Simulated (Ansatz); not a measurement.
Runs of Ansatz 0.2.0 on SiC (Moissanite). It takes space group P6_3mc (No. 186, hexagonal). Conventional cell: a = 3.076 Å, b = 3.076 Å, c = 5.048 Å, α = 90.00°, β = 90.00°, γ = 120.00°. Si (site symmetry 3m) is surrounded by 4 C at 1.87 to 1.94 Å. C (site symmetry 3m) is surrounded by 4 Si at 1.87 to 1.94 Å. 

```csv
screening (1/Å),share of exact exchange,gap on the mesh (eV),pressure (GPa),largest force (eV/Å)
0.2,0.25,3.78,-1.0,0.76
0.15,0.25,(a),-1.1,0.76
0.2,0.05,2.99,2.7,(c)
0.2,0.15,3.38,0.8,(b)
```

Alike in all rows: task single point; level HSE06 form with a typed share of exact exchange; potentials or basis Ansatz PAW; no spin polarisation; cell as given; k mesh 5 × 5 × 3; cutoff (eV) 420; smearing fermi-dirac 0.05 eV; the mesh is coarse, so values aren't converged.

Fill in the values left out.

(a) 3.92; (b) 0.75; (c) 0.74.

Caveats: all runs use coarse meshes; odd divisions of the mesh miss points on the zone boundary, where band edges often lie, so the gap on the mesh can be too wide; the PAW data sets come from PBE, with cores solved anew for the run's functional, which leaves a small shift of forces and pressure; the thresholds are loose for stress.

A k mesh can miss the band edges.
